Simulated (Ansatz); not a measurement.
Runs of Ansatz 0.2.0 on AlN. Symmetry: F-43m, No. 216, cubic system. Conventional cell: a = 4.368 Å, b = 4.368 Å, c = 4.368 Å, α = 90.00°, β = 90.00°, γ = 90.00°. Al (site symmetry -43m) has 4 N at 1.89 Å as nearest neighbours. N (site symmetry -43m) is surrounded by 4 Al at 1.89 Å. Measurements of this composition are mostly on another form, of space group No. 186.

```csv
task,level,cell,cutoff (eV),points for each segment of the path,gap on the mesh (eV),pressure (GPa),relaxed volume (Å³/atom)
band structure,r2SCAN0,as given,500,4,-,-3.0,-
band structure,HSE06,as given,420,4,-,-0.4,-
band structure,r2SCANh,as given,500,4,-,-1.1,-
band structure,PBEsol0,as given,420,4,-,(a),-
relaxation of cell and atoms,B3LYP,relaxed,420,-,5.84,0.0,10.54
relaxation of cell and atoms,PBEsol0,relaxed,420,-,5.85,0.0,10.28
band structure,PBE0,as given,420,4,-,-0.4,-
relaxation of cell and atoms,HSEsol,relaxed,420,-,5.11,0.0,10.28
relaxation of cell and atoms,HSE06,relaxed,420,-,(b),0.0,10.40
```

Alike in all rows: potentials or basis Ansatz PAW; no spin polarisation; k mesh 5 × 5 × 5; smearing fermi-dirac 0.05 eV; the mesh is coarse, so values aren't converged.

Q: Estimate the missing entries.

A: (a) -2.9; (b) 5.17.

Caveats: all runs use coarse meshes; the PAW data sets come from PBE, with cores solved anew for the run's functional, which leaves a small shift of forces and pressure; the thresholds are loose for stress (some runs); odd divisions of the mesh miss points on the zone boundary, where band edges often lie, so the gap on the mesh can be too wide (some runs); the plane-wave basis is chosen anew once the cell has moved, so the energies of steps on either side of that aren't comparable (some runs).

A k mesh can miss the band edges.
